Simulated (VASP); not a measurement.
MnS:

```
Mn S
1.0
     3.95358    0.00000    0.00000
    -1.97679    3.42390    0.00000
     0.00000    0.00000    6.34253
Mn S
2 2
Cartesian
  1.9768 1.1413 3.1639
  0.0000 2.2826 6.3352
  0.0000 2.2826 3.9714
  1.9768 1.1413 0.8001
```

The cell is a database's computed one.

| Item | Value |
| --- | --- |
| Program | VASP 6.6.1 |
| Task | single point |
| Functional | PBE |
| Potentials or basis | VASP PAW PBE potentials, release 64 (Mn_pv, S) |
| Cutoff | 520 eV |
| k mesh | 8 × 8 × 4 |
| Occupations | fermi-dirac, width 0.05 eV |
| Spin | collinear spin, ferromagnetic start |
| Starting moments | [4.0, 4.0, 0.0, 0.0] μB |

On this cell: pressure 2.8 GPa; largest force 0.288 eV/Å; net moment 9.86 μB per cell; site moments Mn +4.32; S +0.09 μB; band gap on the k mesh none (metal or under the smearing width).

The same run follows on a disturbed copy (atoms moved at random, drawn with an rms of 0.05 Å):

```
Mn S
1.0
     3.95358    0.00000    0.00000
    -1.97679    3.42390    0.00000
     0.00000    0.00000    6.34253
Mn S
2 2
Direct
  0.67138 0.33533 0.50094
  0.32991 0.66619 0.99839
  0.34604 0.68122 0.62382
  0.67044 0.32403 0.13244
```

What changes?

The energy (extrapolated to zero smearing) moves by +6.3 meV/atom; pressure 2.9 GPa; largest force 0.645 eV/Å; net moment 9.85 μB per cell; site moments Mn +4.30, +4.33; S +0.09, +0.10 μB; band gap on the k mesh none (metal or under the smearing width).

Forces on the atoms (eV/Å):
```
Mn   0.034  0.254  0.351
Mn   0.203 -0.133  0.303
S   -0.033 -0.281 -0.064
S   -0.204  0.161 -0.590
```

Stress tensor (GPa, compression positive):
```
 1.06  0.35 -0.37
 0.35  2.76 -0.14
-0.37 -0.14  4.85
```

Caveats: semilocal functionals often make such compounds metallic where correlation or magnetic order opens a gap, which also shifts bond lengths; only a ferromagnetic start was run, and an antiferromagnetic order may lie lower in energy.
